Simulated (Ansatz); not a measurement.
## Fe under changes of volume

One of the cells (12.019 Å³/atom); the others are scaled copies at fixed shape and fractional positions:

```xyz
1
Lattice="-1.4430 1.4430 1.4430 1.4430 -1.4430 1.4430 1.4430 1.4430 -1.4430" Properties=species:S:1:pos:R:3 pbc="T T T"
Fe    0.0000    0.0000    0.0000
```

- Program: Ansatz 0.2.0
- Functional: HSEsol
- Potentials or basis: Ansatz PAW
- Cutoff: 420 eV (not typed: the program's choice for these potentials)
- k mesh: 7 × 7 × 7
- Occupations: fermi-dirac, width 0.05 eV
- Spin: collinear spin, ferromagnetic start
- Starting moments: [3.0] μB

```csv
volume (Å³/atom),energy over the lowest point (meV/atom),pressure (GPa)
11.298,20.34,11.6
11.538,6.82,6.6
11.778,?,?
12.019,0.00,-0.9
12.259,4.01,-4.5
12.499,13.30,-7.7
12.740,27.12,-10.5
```

What does the run at 11.778 Å³/atom give?

Energy over the lowest point 0.69 meV/atom; pressure 2.2 GPa.

Worked out: A Birch-Murnaghan fit of order 3 (a polynomial in V^(-2/3)) to the other rows has its minimum at 11.93 Å³/atom with B0 = V·E''(V) = 182 GPa and B' = 4.4. It gives 0.41 meV/atom at 11.778 Å³/atom, against the run's 0.69, and -dE/dV = 2.4 GPa, against 2.2.

Energies are extrapolated to zero smearing.

Caveats: all runs use coarse meshes; the magnetic or orbital state may not be the lowest; the PAW data sets come from PBE, with cores solved anew for the run's functional, which leaves a small shift of forces and pressure; the thresholds are loose for stress.
